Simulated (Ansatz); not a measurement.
## Cu (bcc)

Method: HSE06, scalar-relativistic; no spin polarisation; PAW, 420 eV, 10×10×10 k-mesh, Gaussian smearing of 0.05 eV; code Ansatz; PAW files: Ansatz's generated set soft_2.

```
CELL_PARAMETERS angstrom
-1.44288 1.44288 1.44288
1.44288 -1.44288 1.44288
1.44288 1.44288 -1.44288
ATOMIC_POSITIONS crystal
Cu 0.00000 0.00000 0.00000
```

At room temperature and ambient pressure Cu is fcc.

At this volume the pressure is 0.07 GPa.

```
Space group : Im-3m (No. 229)
Volume      : 12.02 Å³/atom
```

(1) What does HSE06 give for the band gap?

Answer:

(1) zero (metallic).

The calculation's cell holds 19 valence electrons, an odd number. Without magnetic order each band takes two, so one stays part-filled and the crystal must be a metal. (Only strong correlation, outside this picture, could make a Mott insulator of it.)

Pressures of hybrids are less tightly converged. For a metal under a hybrid functional this mesh is coarse.
